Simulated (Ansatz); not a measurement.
Runs of Ansatz 0.2.0 on MnS. Symmetry: F-43m, No. 216, cubic system. Conventional cell: a = 4.947 Å, b = 4.947 Å, c = 4.947 Å, α = 90.00°, β = 90.00°, γ = 90.00°. Mn (site symmetry -43m) is surrounded by 4 S at 2.14 Å. S (site symmetry -43m) has 4 Mn at 2.14 Å as nearest neighbours. The cell is a database's computed one.

| U | gap on the mesh (eV) | pressure (GPa) | moment (μB) | relaxed volume (Å³/atom) |
| --- | --- | --- | --- | --- |
| Mn d U = 1 eV | (c) | 0.0 | 4.99 | 21.87 |
| Mn d U = 5 eV | 1.16 | 0.0 | 5.00 | (a) |
| Mn d U = 8 eV | 1.28 | 0.0 | 5.00 | 23.68 |
| Mn d U = 6 eV | 1.21 | 0.0 | 5.00 | 23.24 |
| Mn d U = 4 eV | (b) | 0.0 | 5.00 | 22.74 |

Alike in all rows: task relaxation of cell and atoms; level PBEsol+U; potentials or basis Ansatz PAW; spin collinear, ferromagnetic start; cell relaxed; k mesh 9 × 9 × 9; cutoff (eV) 420; smearing fermi-dirac 0.05 eV.

Estimate the missing entries.

(a) 23.00; (b) 1.09; (c) 0.14.

Caveats: the magnetic or orbital state may not be the lowest; the electronic state changed during the relaxation; the volume moved by over 15 % at a fixed basis, so the end points are rough; odd divisions of the mesh miss points on the zone boundary, where band edges often lie, so the gap on the mesh can be too wide; the plane-wave basis is chosen anew once the cell has moved, so the energies of steps on either side of that aren't comparable; a cell with one magnetic atom can't hold antiferromagnetic order, which such compounds often take; the PAW data sets come from PBE, with cores solved anew for the run's functional, which leaves a small shift of forces and pressure.

A k mesh can miss the band edges.
